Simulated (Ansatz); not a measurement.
## Ge: equation of state with r2SCAN

The system is Ge.

```xyz
2
Lattice="-2.4959 2.6509 1.4369 2.4959 -2.6509 1.4369 2.4959 2.6509 -1.4369" Properties=species:S:1:pos:R:3 pbc="T T T"
Ge    0.0000    1.3254    0.1841
Ge    2.4959    1.3254    1.2529
```

This isn't the form of Ge at room conditions, which is diamond.

```
Program             : Ansatz 0.2.0
Task                : equation of state
Functional          : r2SCAN
Potentials or basis : Ansatz PAW
Cutoff              : 500 eV
Density cutoff      : 2000 eV
k mesh              : 11 × 11 × 11
Occupations         : fermi-dirac, width 0.05 eV
Spin                : no spin polarisation
```

- Equilibrium volume: 18.68 Å³/atom
- Bulk modulus at fixed shape and positions: 78 GPa
- Pressure derivative of the bulk modulus: 4.8

Energy against volume, from the lowest point:
| volume (Å³/atom) | energy (meV/atom) |
| --- | --- |
| 17.874 | 9.16 |
| 18.254 | 2.45 |
| 18.634 | 0.00 |
| 19.014 | 1.38 |
| 19.395 | 6.17 |
| 19.775 | 13.97 |
| 20.155 | 24.43 |

All runs of the series together: 61 s on 2 threads of Arm Neoverse V2 (shared host).

Caveat: the cell was scaled at fixed shape and fractional positions, which overstates the stiffness of a crystal with free parameters, most of all of layers and chains; the PAW data sets were made with another functional, which shifts forces and pressure a little.
